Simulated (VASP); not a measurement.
Input of a VASP 6.6.1 run:

The input POSCAR:

```
ZnSe
1.0
    0.0000000000      2.8338000000      2.8338000000
    2.8338000000      0.0000000000      2.8338000000
    2.8338000000      2.8338000000      0.0000000000
Se Zn
1 1
Direct
    0.7500000000      0.7500000000      0.7500000000
    0.0000000000      0.0000000000      0.0000000000
```

The input INCAR.step1:

```
ALGO = Normal
EDIFF = 1E-5
ENCUT = 520
GGA = PE
GGA_COMPAT = False
ISIF = 2
ISMEAR = 0
KPAR = 4
LASPH = True
LORBIT = 11
LREAL = False
LSORBIT = True
LWAVE = True
MAGMOM = 0 0 0 0 0 0
NELM = 80
PREC = Accurate
SIGMA = 0.02
```

INCAR.step2

```
ALGO = Normal
EDIFF = 1E-7
ENCUT = 520
GGA = PE
GGA_COMPAT = False
HFSCREEN = 0.2
ISIF = 2
ISMEAR = 0
ISTART = 1
KPAR = 4
LASPH = True
LCHARG = True
LHFCALC = True
LORBIT = 11
LREAL = False
LSORBIT = True
LVHAR = True
LWAVE = False
MAGMOM = 0 0 0 0 0 0
NELM = 80
PREC = Accurate
PRECFOCK = Fast
SIGMA = 0.02
```

The input KPOINTS:

```
k-points
0
Gamma
  6 6 6
```

Potentials or basis: VASP PAW PBE potentials, release 64 (Se, Zn).

Command:

```sh
$ cat potpaw_PBE.64/Se/POTCAR potpaw_PBE.64/Zn/POTCAR > POTCAR
$ cp INCAR.step1 INCAR
$ mpirun -np 4 vasp_ncl > vasp.out
$ cp INCAR.step2 INCAR
$ mpirun -np 4 vasp_ncl > vasp.out
```

**Question.** Estimate the pressure.

**Answer.** 1.2 GPa.

Caveat: the PAW data sets were made with another functional, which shifts forces and pressure a little.
